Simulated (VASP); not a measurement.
# Li (Im-3m) in VASP: single point with r2SCAN

Aim: the single point of Li with r2SCAN.

Program: VASP 6.6.1. These are calculated values, not measurements. Logs are shortened: lines on timing, memory, paths and dates and some standing lists are left out, and cuts for length are marked.

## 1. The structure

The structure is cubic, space group Im-3m (No. 229). The conventional cell has a = 3.434 Å, b = 3.434 Å, c = 3.434 Å, α = 90.00°, β = 90.00°, γ = 90.00°. Li (site symmetry m-3m) is surrounded by 8 Li at 2.97 Å.

## 2. Single point, r2SCAN

Contents of POSCAR:

```
Li
1.0
   -1.7170491696      1.7170491696      1.7170491696
    1.7170491696     -1.7170491696      1.7170491696
    1.7170491696      1.7170491696     -1.7170491696
Li
1
Direct
    0.0000000000      0.0000000000      0.0000000000
```

Contents of INCAR.step1:

```
SYSTEM = Li
ALGO = Normal
EDIFF = 1E-4
ENCUT = 520
GGA = PE
ISMEAR = 0
LASPH = .TRUE.
LCHARG = .FALSE.
LREAL = .FALSE.
LWAVE = .TRUE.
NBANDS = 8
NELM = 100
PREC = Accurate
SIGMA = 0.1
```

Contents of INCAR.step2:

```
SYSTEM = Li
ALGO = Normal
EDIFF = 1E-6
ENCUT = 520
ISIF = 2
ISMEAR = 0
ISTART = 1
LASPH = .TRUE.
LCHARG = .FALSE.
LMIXTAU = .TRUE.
LREAL = .FALSE.
LWAVE = .FALSE.
METAGGA = R2SCAN
NBANDS = 8
NELM = 100
PREC = Accurate
SIGMA = 0.1
```

Contents of KPOINTS:

```
k-points
0
G
  18 18 18
  0 0 0
```

Potentials or basis: VASP PAW PBE potentials, release 64 (Li_sv).

The run is started by

```sh
$ cat potpaw_PBE.64/Li_sv/POTCAR > POTCAR
$ cp INCAR.step1 INCAR
$ mpirun -np 1 vasp_std > vasp.out
$ cp INCAR.step2 INCAR
$ mpirun -np 1 vasp_std > vasp.out
```

OUTCAR:

```text
SYSTEM = Li
   EDIFF = 1E-6
   ENCUT = 520
   ISIF = 2
   ISMEAR = 0
   ISTART = 1
   LASPH = .TRUE.
   LREAL = .FALSE.
   METAGGA = R2SCAN
   NELM = 100
   PREC = Accurate

 ion  position               nearest neighbor table
   1  0.000  0.000  0.000-

  LATTYP: Found a body centered cubic cell.
 ALAT       =     3.4340983392

  Lattice vectors:

 A1 = (  -1.7170491696,   1.7170491696,   1.7170491696)
 A2 = (   1.7170491696,  -1.7170491696,   1.7170491696)
 A3 = (   1.7170491696,   1.7170491696,  -1.7170491696)

Analysis of symmetry for initial positions (statically):
=====================================================================
 Subroutine PRICEL returns:
 Original cell was already a primitive cell.

 Routine SETGRP: Setting up the symmetry group for a
 body centered cubic supercell.

 Subroutine GETGRP returns: Found 48 space group operations
 (whereof 48 operations were pure point group operations)
 out of a pool of 48 trial point group operations.

The static configuration has the point symmetry O_h .

Analysis of symmetry for dynamics (positions and initial velocities):
=====================================================================
 Subroutine PRICEL returns:
 Original cell was already a primitive cell.

 Routine SETGRP: Setting up the symmetry group for a
 body centered cubic supercell.

 Subroutine GETGRP returns: Found 48 space group operations
 (whereof 48 operations were pure point group operations)
 out of a pool of 48 trial point group operations.

The dynamic configuration has the point symmetry O_h .

 Subroutine INISYM returns: Found 48 space group operations
 (whereof 48 operations are pure point group operations),
 and found     1 'primitive' translations

----------------------------------------------------------------------------------------

                                     Primitive cell

  volume of cell :      20.2492

  direct lattice vectors                    reciprocal lattice vectors
    -1.717049170  1.717049170  1.717049170     0.000000000  0.291197252  0.291197252
     1.717049170 -1.717049170  1.717049170     0.291197252  0.000000000  0.291197252
     1.717049170  1.717049170 -1.717049170     0.291197252  0.291197252  0.000000000

  length of vectors
     2.974016401  2.974016401  2.974016401     0.411815103  0.411815103  0.411815103

  position of ions in fractional coordinates (direct lattice)
     0.000000000  0.000000000  0.000000000

  ion indices of the primitive-cell ions
   primitive index   ion index
                 1           1

----------------------------------------------------------------------------------------

 KPOINTS: k-points

Automatic generation of k-mesh.
 Grid dimensions read from file:
 generate k-points for:   18   18   18

 Generating k-lattice:

  Cartesian coordinates                     Fractional coordinates (reciprocal lattice)
     0.000000000  0.016177625  0.016177625     0.055555556  0.000000000  0.000000000
     0.016177625  0.000000000  0.016177625     0.000000000  0.055555556  0.000000000
     0.016177625  0.016177625  0.000000000     0.000000000  0.000000000  0.055555556

  Length of vectors
     0.022878617  0.022878617  0.022878617

  Shift w.r.t. Gamma in fractional coordinates (k-lattice)
     0.000000000  0.000000000  0.000000000

 Subroutine IBZKPT returns following result:
 ===========================================

 Found    195 irreducible k-points:

 Following reciprocal coordinates:
            Coordinates               Weight
  0.000000  0.000000  0.000000      1.000000
  0.055556  0.000000  0.000000     12.000000
  0.111111  0.000000  0.000000     12.000000
  0.166667  0.000000  0.000000     12.000000
  0.222222  0.000000  0.000000     12.000000
  0.277778  0.000000  0.000000     12.000000
[... 16 lines left out ...]
  0.333333  0.111111 -0.000000     48.000000
  0.388889  0.111111  0.000000     48.000000
 [... further k-points ...]
   k-points           NKPTS =    195   k-points in BZ     NKDIM =    195   number of bands    NBANDS=      8
   number of dos      NEDOS =    301   number of ions     NIONS =      1
   total plane-waves  NPLWV =  13824
   dimension x,y,z NGX =    24 NGY =   24 NGZ =   24
   dimension x,y,z NGXF=    48 NGYF=   48 NGZF=   48
   ions per type =               1
   NGX,Y,Z   is equivalent  to a cutoff of  13.42, 13.42, 13.42 a.u.
   NGXF,Y,Z  is equivalent  to a cutoff of  26.83, 26.83, 26.83 a.u.
 SYSTEM =  Li
   PREC   = accura    normal or accurate (medium, high low for compatibility)
   ISTART =      1    job   : 0-new  1-cont  2-samecut
   ICHARG =      0    charge: 1-file 2-atom 10-const
   ISPIN  =      1    spin polarized calculation?
   LNONCOLLINEAR =      F non collinear calculations
   LSORBIT =      F    spin-orbit coupling
   LASPH  =      T    aspherical Exc in radial PAW
   ENCUT  =  520.0 eV  38.22 Ry    6.18 a.u.   5.53  5.53  5.53*2*pi/ulx,y,z
   NELM   =    100;   NELMIN=  2; NELMDL=  0     # of ELM steps
   EDIFF  = 0.1E-05   stopping-criterion for ELM
   LREAL  =      F    real-space projection
   EDIFFG = 0.1E-04   stopping-criterion for IOM
   NSW    =      0    number of steps for IOM
   IBRION =     -1    ionic relax: 0-MD 1-quasi-New 2-CG
   NFREE  =      0    steps in history (QN), initial steepest desc. (CG)
   ISIF   =      2    stress and relaxation
   ISYM   =      2    0-nonsym 1-usesym 2-fastsym
   POTIM  = 0.5000    time-step for ionic-motion
   TEBEG  =    0.0;   TEEND  =   0.0 temperature during run
   PSTRESS=    0.0 pullay stress
   NELECT =       3.0000    total number of electrons
   NUPDOWN=      -1.0000    fix difference up-down
   EMIN   =  10.00;   EMAX   =-10.00  energy-range for DOS
   EFERMI =   0.00;   METHOD = LEGACY
   ISMEAR =     0;   SIGMA  =   0.10  broadening in eV -4-tet -1-fermi 0-gaus
   EFERMI_NEDOS =   21; number of points for ismear=-14 and -15
   IALGO  =     38    algorithm
   IMIX   =      4    mixing-type and parameters
     AMIX     =   0.40;   BMIX     =  1.00
     AMIX_MAG =   1.60;   BMIX_MAG =  1.00
  volume/ion in A,a.u.               =      20.25       136.65
  Fermi-wavevector in a.u.,A,eV,Ry     =   0.866255  1.636985 10.209786  0.750398
  Thomas-Fermi vector in A             =   1.984618
   LORBIT       =      0    0 simple, 1 ext, 2 COOP (PROOUT), +10 PAW based schemes
   METAGGA = R2SCAN    functional components
   LHFCALC =     F    Hartree Fock is set to
   AEXX    =    0.0000 exact exchange contribution
   IVDW    =     0    specifies the selected vdW correction
   LEPSILON=     F    determine dielectric tensor
   LRPA    =     F    only Hartree local field effects (RPA)
 non-spin polarized calculation
 Gauss-broadening in eV      SIGMA  =   0.10
  energy-cutoff  :      520.00
  volume of cell :       20.25
 maximum number of plane-waves:       563
 NGX is ok and might be reduce to    24
   NGX = 11   NGY = 11   NGZ = 11

 number of electron       3.0000000 magnetization

 Free energy of the ion-electron system (eV)
  ---------------------------------------------------
  ext. energy  EPLUGINS =         0.00000000
  ---------------------------------------------------
  free energy    TOTEN  =        -2.38110589 eV

  energy without entropy =       -2.37876064  energy(sigma->0) =       -2.37993327

 E-fermi :   0.6417     XC(G=0):  -7.4501

 val. band max:        0.6158285684   @ k =  -0.4444   0.4444   0.0556
 cond. band min:       0.6679831576   @ k =   0.3333   0.1667   0.0000
 fundamental gap:      0.0521545892
 Fermi energy:         0.6416845370

 k-point     1 :       0.0000    0.0000    0.0000
  band No.  band energies     occupation
      1     -47.4171      2.00000
      2      -3.2469      2.00000
      3      16.9478      0.00000
      4      16.9491      0.00000
      5      16.9491      0.00000
      6      21.1967      0.00000
      7      21.1968      0.00000
      8      21.1968      0.00000

 k-point     2 :       0.0556    0.0000    0.0000
  band No.  band energies     occupation
      1     -47.4165      2.00000
      2      -3.1831      2.00000
      3      16.4324      0.00000
      4      16.5590      0.00000
      5      16.8178      0.00000
      6      20.3128      0.00000
      7      20.3628      0.00000
      8      21.7201      0.00000

 k-point     3 :       0.1111    0.0000    0.0000
  band No.  band energies     occupation
      1     -47.4147      2.00000
      2      -2.9918      2.00000
      3      14.9645      0.00000
      4      15.7377      0.00000
      5      16.4431      0.00000
      6      19.1857      0.00000
      7      19.3535      0.00000
      8      21.3141      0.00000

 k-point     4 :       0.1667    0.0000    0.0000
  band No.  band energies     occupation
      1     -47.4120      2.00000
      2      -2.6731      2.00000
      3      13.0324      0.00000
      4      14.8556      0.00000
      5      15.9019      0.00000
      6      18.1166      0.00000
      7      18.9253      0.00000
      8      21.3131      0.00000

 k-point     5 :       0.2222    0.0000    0.0000
  band No.  band energies     occupation
      1     -47.4086      2.00000
      2      -2.2267      2.00000
      3      11.0409      0.00000
      4      14.0500      0.00000
      5      15.3086      0.00000
      6      17.2001      0.00000
      7      18.7641      0.00000
      8      21.6386      0.00000
[... 177 lines left out ...]
 k-point    22 :       0.2778    0.1111   -0.0000
  band No.  band energies     occupation
      1     -47.4007      2.00000
      2      -0.7732      2.00000
      3       7.4704      0.00000
      4      11.2978      0.00000
      5      13.2602      0.00000
      6      18.0876      0.00000
      7      19.2737      0.00000
      8      22.9190      0.00000

 k-point    23 :       0.3333    0.1111   -0.0000
  band No.  band energies     occupation
      1     -47.3981      2.00000
      2       0.0033      2.00000
      3       5.9387      0.00000
      4      10.9221      0.00000
      5      12.9023      0.00000
      6      17.7981      0.00000
      7      19.5114      0.00000
      8      23.6467      0.00000

 k-point    24 :       0.3889    0.1111    0.0000
  band No.  band energies     occupation
      1     -47.3964      2.00000
      2       0.7683      0.07339
      3       4.7170      0.00000
      4      10.6957      0.00000
      5      12.6847      0.00000
      6      17.6124      0.00000
      7      19.7134      0.00000
      8      24.4459      0.00000

 [... further k-points ...]
[... 5 lines left out ...]
  --------------------------------------------------------------------------------------
  -------------------------------------------------------------------------------------
  Total        0.0194142      0.0194142      0.0194142     -0.0000000      0.0000000     -0.0000000
  in kB        1.5361083      1.5361083      1.5361083     -0.0000000      0.0000000     -0.0000000
  external PRESSURE =       1.5361083 kB  Pullay stress =       0.0000000 kB

 VOLUME and BASIS-vectors are now :
 -----------------------------------------------------------------------------
  energy-cutoff  :      520.00
  volume of cell :       20.25
      direct lattice vectors                 reciprocal lattice vectors
    -1.717049170  1.717049170  1.717049170     0.000000000  0.291197252  0.291197252
     1.717049170 -1.717049170  1.717049170     0.291197252  0.000000000  0.291197252
     1.717049170  1.717049170 -1.717049170     0.291197252  0.291197252  0.000000000

 POSITION                                       TOTAL-FORCE (eV/Angst)
 -----------------------------------------------------------------------------------
      0.00000      0.00000      0.00000         0.000000      0.000000     -0.000000
 -----------------------------------------------------------------------------------
    total drift:                               -0.000000      0.000000     -0.000000

  FREE ENERGIE OF THE ION-ELECTRON SYSTEM (eV)
  ---------------------------------------------------
  free  energy   TOTEN  =        -2.3811058886 eV

  energy  without entropy=       -2.3787606433  energy(sigma->0) =       -2.37993327
```

Run time: 41 s. Hardware: 1 thread of Intel Xeon 6975P-C (Granite Rapids), shared host; peak memory 0.14 GiB.

What came out:

* Free energy: -2.3811 eV
* Band gap on the k mesh: none (metal or under the smearing width)

Caveat: the cutoff is under 1.25 times the usual one of these potentials, so pressure, stress and relaxed cells hold a basis-set (Pulay) error; the PAW data sets were made with another functional, which shifts forces and pressure a little.
